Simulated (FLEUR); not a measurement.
# Ag (Fm-3m) in FLEUR: further runs, part 2 of 2

FLEUR MaX-R8.1 (later development tree). Earlier steps stand in the parts before.

**4. Equation of state, PBEsol, 16.37 Å³/atom (volume scaled by 0.96)**

inp.xml

```xml
<?xml version="1.0" encoding="UTF-8" standalone="no"?>
<fleurInput fleurInputVersion="0.39">
   <comment>
      Ag                                                                                                  
   </comment>
   <calculationSetup>
      <cutoffs Kmax="4.1" Gmax="12.7" GmaxXC="12.7" numbands="0"/>
      <scfLoop itmax="60" minDistance="0.00001" maxIterBroyd="15" imix="Anderson" alpha="0.05" precondParam="0.0" spinf="2.0" sdNocoIR="T"/>
      <coreElectrons ctail="T" frcor="F" kcrel="0" coretail_lmax="0"/>
      <xcFunctional name="PBEs" relativisticCorrections="F"/>
      <magnetism jspins="1"/>
      <soc l_soc="F" theta="0.0" phi="0.0" spav="F"/>
      <expertModes spex="0" secvar="F"/>
      <geometryOptimization l_f="F" forcealpha="1.0" forcemix="BFGS" epsdisp="0.00001" epsforce="0.00001"/>
      <ldaU l_linMix="F" mixParam="0.05" spinf="1.0"/>
   </calculationSetup>
   <cell>
      <bzIntegration valenceElectrons="19.0" mode="hist" fermiSmearingEnergy="0.00183747">
         <kPointListSelection listName="default-1"/>
         <!-- k-points included here -->
         <xi:include xmlns:xi="http://www.w3.org/2001/XInclude" href="kpts.xml"> </xi:include>
      </bzIntegration>
      <!-- symmetry operations included here -->
      <xi:include xmlns:xi="http://www.w3.org/2001/XInclude" href="sym.xml"> </xi:include>
      <bulkLattice scale="0.9864848297">
         <bravaisMatrix>
            <row-1>    0.0000000000000000     3.8602380410266495     3.8602380410266495</row-1>
            <row-2>    3.8602380410266495     0.0000000000000000     3.8602380410266495</row-2>
            <row-3>    3.8602380410266495     3.8602380410266495     0.0000000000000000</row-3>
         </bravaisMatrix>
      </bulkLattice>
   </cell>
   <atomSpecies>
      <species name="Silver (Ag)" element="Ag" atomicNumber="47">
         <mtSphere radius="2.48" gridPoints="837" logIncrement="0.015"/>
         <atomicCutoffs lmax="10" lnonsphr="8"/>
         <electronConfig flipSpins="F">
            <coreConfig>(1s1/2) (2s1/2) (2p1/2) (2p3/2) (3s1/2) (3p1/2) (3p3/2) (3d3/2) (3d5/2)</coreConfig>
            <valenceConfig>(4s1/2) (4p1/2) (4p3/2) (5s1/2) (4d3/2) (4d5/2)</valenceConfig>
            <stateOccupation state="(5s1/2)" spinUp="0.500000" spinDown="0.500000"/>
         </electronConfig>
         <energyParameters s="5" p="5" d="4" f="4"/>
         <lo type="SCLO" l="0" n="4" eDeriv="0"/>
         <lo type="SCLO" l="1" n="4" eDeriv="0"/>
         <lo type="SCLO" l="1" n="4" eDeriv="1"/>
         <lo type="SCLO" l="2" n="4" eDeriv="2"/>
         <lo type="SCLO" l="3" n="4" eDeriv="2"/>
      </species>
   </atomSpecies>
   <atomGroups>
      <atomGroup species="Silver (Ag)">
         <relPos label="                   1">.0000000000 .0000000000 .0000000000</relPos>
         <force calculate="T" relaxXYZ="TTT"/>
      </atomGroup>
   </atomGroups>
   <output dos="F" band="F" slice="F">
      <checks vchk="F" cdinf="F"/>
      <bandDOS minEnergy="-.5*Htr" maxEnergy="0.5*Htr" sigma="0.015" storeEVData="T"/>
      <vacuumDOS vacdos="F" integ="F" star="F" nstars="0" locx1="0.0" locy1="0.0" locx2="0.0" locy2="0.0" nstm="0" tworkf="0.0"/>
      <unfoldingBand unfoldBand="F" supercellX="1" supercellY="1" supercellZ="1"/>
      <plotting iplot="0" polar="F">
         <plot TwoD="T" vec1="  1.0  0.0  0.0" vec2="  0.0  1.0  0.0" vec3="  0.0  0.0  1.0" zero="  0.0  0.0  0.0" file="plot"/>
      </plotting>
      <chargeDensitySlicing numkpt="0" minEigenval="0.0" maxEigenval="0.0" nnne="0" pallst="F"/>
      <specialOutput eonly="F"/>
      <moessbauerParams electricFieldGradient="T" isomerShift="T" coreHyperfine="T" valenceHyperfine="T"/>
      <magneticCircularDichroism mcd="F" energyLo="-10.0" energyUp="0.0"/>
   </output>
  <!-- We include the file relax.xml here to enable relaxations (see documentation) -->
  <xi:include xmlns:xi="http://www.w3.org/2001/XInclude" href="relax.xml"> <xi:fallback/> </xi:include>
</fleurInput>
```

The run is started by

```console
> inpgen -f crystal.txt -profile fastHighL
> # inp.xml edited to the form shown
> fleur_MPI
```

Run time: 11 s. Hardware: 1 thread of Arm Neoverse V1, shared host; peak memory 0.08 GiB.

Results (log left out):

| Item | Value |
| --- | --- |
| Free energy | -144622.9894 eV |
| Band gap on the k mesh | none (metal or under the smearing width) |
| Valence electrons inside the program's atomic spheres | Ag 17.74 (radii Ag 2.48 bohr) |

**5. Equation of state, PBEsol, 17.05 Å³/atom**

Changes to inp.xml since step 4:

```diff
@@ -24,3 +24,3 @@
       <xi:include xmlns:xi="http://www.w3.org/2001/XInclude" href="sym.xml"> </xi:include>
-      <bulkLattice scale="0.9864848297">
+      <bulkLattice scale="1.0000000000">
          <bravaisMatrix>
```

The run is started by

```console
> inpgen -f crystal.txt -profile fastHighL
> # inp.xml edited to the form shown
> fleur_MPI
```

Run time: 11 s. Hardware: 1 thread of Arm Neoverse V1, shared host; peak memory 0.08 GiB.

It converged, with:

- Free energy: -144622.9865 eV
- Band gap on the k mesh: none (metal or under the smearing width)
- Valence electrons inside the program's atomic spheres: Ag 17.70 (radii Ag 2.48 bohr)

**6. Equation of state, PBEsol, 17.73 Å³/atom (volume scaled by 1.04)**

Changes to inp.xml since step 5:

```diff
@@ -24,3 +24,3 @@
       <xi:include xmlns:xi="http://www.w3.org/2001/XInclude" href="sym.xml"> </xi:include>
-      <bulkLattice scale="1.0000000000">
+      <bulkLattice scale="1.0131594038">
          <bravaisMatrix>
```

Potentials or basis: all-electron, FLAPW.

The run is started by

```console
> inpgen -f crystal.txt -profile fastHighL
> # inp.xml edited to the form shown
> fleur_MPI
```

Run time: 12 s. Hardware: 1 thread of Arm Neoverse V1, shared host; peak memory 0.08 GiB.

Results (log left out):

- Free energy: -144622.9660 eV
- Band gap on the k mesh: none (metal or under the smearing width)
- Valence electrons inside the program's atomic spheres: Ag 17.66 (radii Ag 2.48 bohr)

**7. Equation of state, PBEsol, 18.07 Å³/atom (volume scaled by 1.06)**

Changes to inp.xml since step 6:

```diff
@@ -24,3 +24,3 @@
       <xi:include xmlns:xi="http://www.w3.org/2001/XInclude" href="sym.xml"> </xi:include>
-      <bulkLattice scale="1.0131594038">
+      <bulkLattice scale="1.0196128224">
          <bravaisMatrix>
```

The run is started by

```console
> inpgen -f crystal.txt -profile fastHighL
> # inp.xml edited to the form shown
> fleur_MPI
```

Wall time 12 s (1 thread of Arm Neoverse V1, shared host); peak memory 0.08 GiB.

The run converged. Its results:

```
Free energy                                           : -144622.9507 eV
Band gap on the k mesh                                : none (metal or under the smearing width)
Valence electrons inside the program's atomic spheres : Ag 17.65 (radii Ag 2.48 bohr)
```

**8. Equation of state, PBEsol**

Potentials or basis: all-electron, FLAPW.

No new run: the results of the series are fitted here.

Results:

```
Equilibrium volume                      : 16.60 Å³/atom
Bulk modulus                            : 121 GPa
Pressure derivative of the bulk modulus : 6.2 (rough: it moves with the points fitted)
```

Energy against volume, from the lowest point:
| volume (Å³/atom) | energy (meV/atom) |
| --- | --- |
| 16.025 | 7.00 |
| 16.366 | 0.00 |
| 17.048 | 2.87 |
| 17.730 | 23.31 |
| 18.071 | 38.65 |
